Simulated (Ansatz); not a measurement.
A 2-atom cell of CdTe started from a crystallographic database, 2 atoms and 36 valence electrons in a cell of about 71 Å³, was run 9 times in the plane-wave code Ansatz, each time on 2 threads of Intel(R) Xeon(R) Processor @ 2.50GHz (Skylake/Cascade Lake), with other jobs on the host. The times are single readings and vary with the host's load.

```csv
run,k mesh,irreducible k,cutoff (eV),plane waves,bands,SCF iterations,wall time,peak host memory (GiB)
"G0W0, PBE, 114 empty bands, 80 eV",4×4×4,8,420,1411,22,6,50 s,0.43
"G0W0, PBE, 265 empty bands, 140 eV",4×4×4,8,420,1411,22,6,2.9 min,0.74
"G0W0, PBE, 487 empty bands, 210 eV",4×4×4,8,420,1411,22,6,9.5 min,0.99
"G0W0, HSE06, 265 empty bands, 140 eV",4×4×4,8,420,1411,22,11,4.6 min,1
"G0W0, LDA, 265 empty bands, 140 eV",4×4×4,8,420,1411,22,6,2.4 min,0.74
"G0W0, r2SCAN, 265 empty bands, 140 eV",4×4×4,8,500,1807,22,6,2.9 min,0.91
"G0W0, PBE, 265 empty bands, 140 eV, plasmon pole",4×4×4,8,420,1411,22,6,110 s,0.74
"G0W0, PBE, 114 empty bands, 80 eV",6×6×6,16,420,1411,22,6,4.2 min,0.46
"G0W0, PBE, 265 empty bands, 140 eV, norm-conserving",4×4×4,8,1120,5985,22,7,4.6 min,1.2
```

The slowest run (G0W0, PBE, 487 empty bands, 210 eV) took about 11 times as long as the quickest (G0W0, PBE, 114 empty bands, 80 eV).

With a shallow d shell on the cation, G0W0 converges slowly in bands and cutoff, so these values are in doubt.
